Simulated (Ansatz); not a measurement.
# A series in volume scale on BaS

Periodic Kohn-Sham DFT of a crystal at fixed atoms, scaled to volume_scale times the given cell; pressure positive in compression, energy less spherical unpolarised free atoms, largest_vzz the field gradient of largest size among the nuclei. The results are calculated, by Ansatz 0.2.0.

The cell before it is scaled or strained (space group Fm-3m, No. 225):
```
BaS
1.0
      0.0000     3.1937     3.1937
      3.1937     0.0000     3.1937
      3.1937     3.1937     0.0000
Ba S
1 1
Direct
  0.00000 0.00000 0.00000
  0.50000 0.50000 0.50000
```

Settings of every row: method frozen-core PAW; functional PBEsol; relativity scalar; k mesh 8x8x8; filling fermi-dirac; smearing width 0.02 eV; wave cutoff 420 eV; paw set soft_2.

Atom start moment: 0 on all atoms.

Limits: PAW files made with PBE; no spin-orbit coupling on heavy atoms.

| row | volume scale | V (Å³/atom) | pressure (GPa) |
| --- | --- | --- | --- |
| 1 | 0.94 | 30.62 | 1.794 |
| 2 | 0.95 | 30.946 | 1.231 |
| 3 | 0.96 | 31.275 | 0.699 |
| 4 | 0.98 | 31.926 | -0.278 |
| 5 | 0.99 | 32.252 | -0.727 |
| 6 | 1 | 32.576 | -1.151 |
| 7 | 1.01 | 32.901 | -1.552 |
| 8 | 1.02 | 33.229 | ? |
| 9 | 1.04 | 33.878 | -2.627 |
| 10 | 1.05 | 34.207 | -2.947 |
| 11 | 1.06 | 34.529 | -3.248 |

Question: what pressure should row 8 give?

Worked fit of pressure. Take u = (V_r/V)^(2/3) − 1 with V_r = 32.414 Å³ an atom, which is twice the finite (Eulerian) strain; such expansions in the strain, on which the Birch-Murnaghan equation of state is built, carry the rest volume and the bulk modulus. The shown rows have u = 0.03869, 0.03138, 0.02413, 0.01016, 0.00335, -0.00332, -0.00989, -0.02902, -0.03526, -0.04126. Least squares give pressure = −0.9419 + 63.489 × u + 185.68 × u² GPa; a straight line predicts inner rows, each left out in turn, worse (root mean square 0.11 against 0.0019 GPa). The rows lie off it by 0.002, -0.002, 0.001, 0.000, 0.000, 0.000, 0.000, 0.001, 0.003, -0.003. The pressure vanishes at u = 0.0142, or V = 31.73 Å³ an atom, and there the bulk modulus at fixed shape and fractions is B = −V dP/dV = (2/3)(1 + u) dP/du = 46.5 GPa. The withheld row has u = -0.01642, so the fit gives −0.9419 + 63.489 × (-0.01642) + 185.68 × (-0.01642)² = -1.934 GPa.

The calculation gave -1.931 GPa. The fit lies 0.003 GPa (0.06 % of the column's range) below it; its largest miss of a shown row is 0.003 GPa.
